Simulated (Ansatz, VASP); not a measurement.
# One calculation of CdSe, two programs

```
Cd Se
1.0
     0.00000    2.92534    2.92534
     2.92534    0.00000    2.92534
     2.92534    2.92534    0.00000
Cd Se
1 1
Direct
  0.00000 0.00000 0.00000
  0.50000 0.50000 0.50000
```

Change from the starting cell: volume scaled by 1.06, PAW files.

Alike in both runs: task electric field gradients; functional PBE; k mesh 12 × 12 × 12; occupations fermi-dirac, width 0.03 eV; no spin polarisation.

|  | VASP | Ansatz |
| --- | --- | --- |
| version | VASP 6.6.1 | Ansatz 0.2.0 |
| potentials or method | VASP PAW PBE potentials, release 64 (Cd, Se) | PAW with Ansatz's default frozen-core files, scalar-relativistic |
| plane-wave cutoff (eV) | 520 | 420 |
| valence electrons in the cell | 18 | 36 |

Ansatz gave:

- pressure (GPa): -3.1
- Vzz of the field gradient on the site that differs most (V/Å²): 0.0

Q: Which values does VASP return?

A: Pressure (GPa): -2.8; Vzz of the field gradient on the site that differs most (V/Å²): 0.0.

The two sets of potentials don't hold the same shells in valence. Ansatz warned: «gradients_without_spin_orbit».
